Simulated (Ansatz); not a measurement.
**TiO in Ansatz: the effect of target pressure**

Crystal: TiO.

```xyz
2
Lattice="3.0310 0.0000 0.0000 -1.5155 2.6249 0.0000 0.0000 0.0000 3.2377" Properties=species:S:1:pos:R:3 pbc="T T T"
Ti    1.5155    0.8750    0.0000
O     0.0000    0.0000    1.6188
```

Alike in all runs:

* Program: Ansatz 0.2.0
* Task: relaxation of cell and atoms
* Functional: PBEsol
* Potentials or basis: Ansatz PAW
* Cutoff: 420 eV (not typed: the program's choice for these potentials)
* k mesh: 10 × 10 × 8
* Occupations: fermi-dirac, width 0.05 eV
* Spin: no spin polarisation

Each run relaxes the cell or the atoms first.

| target pressure | relaxed volume (Å³/atom) |
| --- | --- |
| 0 GPa | 9.41 |
| 2 GPa | 9.34 |
| 5 GPa | 9.24 |
| 10 GPa | 9.08 |
| 20 GPa | ? |
| 30 GPa | 8.56 |

Question: What does the run with target pressure 20 GPa give?

Answer: Relaxed volume 8.80 Å³/atom.

Worked out: In Murnaghan's law V^(-B') rises as a straight line in P. The other rows fit best with B' = 3.9, V0 = 9.41 Å³/atom and B0 = 262 GPa, which gives 8.80 Å³/atom at 20 GPa, against the run's 8.80.

Caveats: the volume moved by over 15 % at a fixed basis, so the end points are rough; the plane-wave basis is chosen anew once the cell has moved, so the energies of steps on either side of that aren't comparable; the PAW data sets come from PBE, with cores solved anew for the run's functional, which leaves a small shift of forces and pressure.
